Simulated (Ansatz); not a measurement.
Hf:

```
Hf
1.0
     3.19670    0.00000    0.00000
    -1.59835    2.76842    0.00000
     0.00000    0.00000    5.05780
Hf
2
Direct
  0.66667 0.33333 0.75000
  0.33333 0.66667 0.25000
```

| Property | Result |
| --- | --- |
| Program | Ansatz 0.2.0 |
| Task | relaxation of cell and atoms |
| Functional | PBEsol |
| Dispersion | D3(BJ) |
| Potentials or basis | all-electron LAPW, scalar-relativistic |
| Basis error allowed | 0.001 eV/atom |
| k mesh | 10 × 10 × 5 |
| Occupations | fermi-dirac, width 0.05 eV |
| Spin | no spin polarisation |

At the start: volume 22.38 Å³/atom.

Where does the relaxation end?

Over 5 steps the energy falls by 38.9 meV/atom and the volume is 20.83 Å³/atom (-6.9 %); space group P6_3/mmc (No. 194, to 0.05 Å).

The path:
| step | energy change (eV) | largest force (eV/Å) | volume (Å³) |
| --- | --- | --- | --- |
| 1 | 0.0000 | 0.0000 | 44.76 |
| 2 | -0.0769 | 0.0000 | 41.95 |
| 3 | -0.0777 | 0.0000 | 41.62 |
| 4 | -0.0777 | 0.0000 | 41.65 |
| 5 | -0.0777 | 0.0000 | 41.65 |

Final structure:
```
Hf
1.0
     3.12086    0.00000    0.00000
    -1.56043    2.70274    0.00000
     0.00000    0.00000    4.93801
Hf
2
Direct
  0.66667 0.33333 0.75000
  0.33333 0.66667 0.25000
```
